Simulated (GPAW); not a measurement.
Runs of GPAW 26.7.0 on Au. The structure is cubic, space group Fm-3m (No. 225). Conventional cell: a = 4.070 Å, b = 4.070 Å, c = 4.070 Å, α = 90.00°, β = 90.00°, γ = 90.00°. Au (site symmetry m-3m) is surrounded by 12 Au at 2.88 Å. 

```tsv
task	level	potentials or basis	cell	optimizer	fmax	max steps	convergence	fermi k mesh	gap on the mesh (eV)	pressure (GPa)	V0 of scaled cells (Å³/atom)	B0 (GPa)
relaxation of cell and atoms	revPBE+D4	the program's PAW data sets (release 1.2.1) made for this functional, pw	relaxed	LBFGS	0.02 eV/Å	40	density=1e-05 forces=0.0001	-	none	0.1	-	-
equation of state	LDA	the program's PAW data sets (release 1.2.1) made for this functional, pw	as given	-	-	-	-	-	-	-	16.89	192
Fermi surface	r2SCAN	GPAW PAW data sets (gpaw-data 1.2.1), pw	as given	-	-	-	-	18 × 18 × 18	none	(a)	-	-
density of states	SOGGA	PAW data sets generated in the run's folder for this functional, pw	as given	-	-	-	-	-	none	4.4	-	-
equation of state	PBEint	PAW data sets generated in the run's folder for this functional, pw	as given	-	-	-	-	-	-	-	17.43	(b)
```

Alike in all rows: no spin polarisation; k mesh 11 × 11 × 11; cutoff (eV) 600; smearing fermi-dirac 0.05 eV.

Task: Estimate the missing entries.

Result: (a) 10.1; (b) 165.

Caveats: with this Au data set, volumes or pressures lay over 1.5 % or 2 GPa off other programs in two to four cells of ten; later steps reuse the first step's grids (some runs); pairwise dispersion overbinds metals, which lowers pressure and volume (some runs); the PAW data sets were made with another functional, which shifts forces and pressure a little (some runs).

A k mesh can miss the band edges, and the runs leave out spin-orbit coupling on Au.

A gap of «none» marks a metal or a gap under the smearing width.

Runs at the PBE level aren't shown here.
